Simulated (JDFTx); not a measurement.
Runs of JDFTx 1.7.0 (patched build) on MnO. Symmetry: Fm-3m, No. 225, cubic system. The conventional cell has a = 4.448 Å, b = 4.448 Å, c = 4.448 Å, α = 90.00°, β = 90.00°, γ = 90.00°. Mn (site symmetry m-3m) is surrounded by 6 O at 2.22 Å. O (site symmetry m-3m) is surrounded by 6 Mn at 2.22 Å. The cell is a database's computed one.

```tsv
task	level	potentials or basis	cell	smearing	further solve for the empty bands	gap on the mesh (eV)	pressure (GPa)	moment (μB)
single point	PBEsol	PseudoDojo-SR-PBEsol-0.4.1-standard with smoothed tails	the cell as VASP's run set it	gaussian 0.1 eV	yes	none	-6.8	4.80
single point	PBEsol	PseudoDojo-SR-PBEsol-0.4.1-standard with smoothed tails	as given	gaussian 0.1 eV	yes	none	-6.8	4.80
single point	PBEsol	PseudoDojo-SR-PBEsol-0.4.1-standard with smoothed tails	atoms moved at random, drawn with an rms of 0.05 Å	fermi-dirac 0.05 eV	yes	none	-6.2	4.80
single point	PBEsol	PseudoDojo-SR-PBEsol-0.4.1-standard with smoothed tails	as given	fermi-dirac 0.05 eV	yes	none	-6.8	4.80
single point	LDA	PseudoDojo-SR-LDA-0.4.1-standard with smoothed tails	as given	gaussian 0.05 eV	yes	none	(a)	4.64
```

Alike in all rows: spin collinear, ferromagnetic start; k mesh 10 × 10 × 10; cutoff (eV) 1306.

Fill in the values left out.

(a) -16.3.

Caveats: a cell with one magnetic atom can't hold antiferromagnetic order, which such compounds often take; semilocal functionals often make such compounds metallic where correlation or magnetic order opens a gap, which also shifts bond lengths; the empty levels aren't tightly converged (some runs); so large a pressure means that the cell lies far from this level's equilibrium, or that cutoff or potentials fall short (some runs).

A gap of «none» marks a metal or a gap under the smearing width.
